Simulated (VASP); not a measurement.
Set up this calculation in VASP 6.6.1, as the native input.

```
Task                   : single point
Functional             : PBE
Potentials or basis    : VASP PAW PBE potentials, release 64 (Te)
Cutoff                 : 300 eV
k mesh                 : 9 × 9 × 6
Occupations            : gaussian, width 0.01 eV
Spin                   : non-collinear spin, zero start, spin-orbit coupling
Starting moments       : [[0.0, 0.0, 0.0], [0.0, 0.0, 0.0], [0.0, 0.0, 0.0]] μB
Pressure (GPa)         : 4
Geometry from          : PBE
Further INCAR settings : ALGO = Normal; EDIFF = 1e-06; NBANDS = 31
```

The structure of Te lies in POSCAR:

```
Te
1.0
    4.2284238000      0.0000000000      0.0000000000
   -2.1142119000      3.6619224000      0.0000000000
    0.0000000000      0.0000000000      5.9779391000
Te
3
Direct
    0.2916723000      0.0000000000      0.3333333000
    0.0000001000      0.2916725000      0.6666667000
    0.7083277000      0.7083277000      0.0000000000
```

The cell was built by a generator and needn't be a form met in nature.

One way to write it, as run:

INCAR

```
PREC = Accurate
ENCUT = 300
EDIFF = 1E-6
ISMEAR = 0
SIGMA = 0.01
LREAL = F
LASPH = T
NELM = 80
ALGO = Normal
ISIF = 2
LWAVE = F
LCHARG = F
MAGMOM = 0 0 0 0 0 0 0 0 0
LORBIT = 11
LSORBIT = T
GGA_COMPAT = F
GGA = PE
NBANDS = 31
```

KPOINTS

```
regular mesh
0
Gamma
  9 9 6
```

Potentials or basis: VASP PAW PBE potentials, release 64 (Te).

Launch:

```bash
$ cat potpaw_PBE.64/Te/POTCAR > POTCAR
$ mpirun -np 1 vasp_ncl > vasp.out
```

It gave:

```json
{
 "Pressure": "4.3 GPa",
 "Largest force": "0.020 eV/Å",
 "Net moment": "0.00 μB per cell",
 "Valence electrons inside the program's atomic spheres": "Te 3.30"
}
```

Run time: 75 s on 1 thread of Intel(R) Xeon(R) 6975P-C (Granite Rapids), with other jobs on the host, peak memory 0.33 GiB.
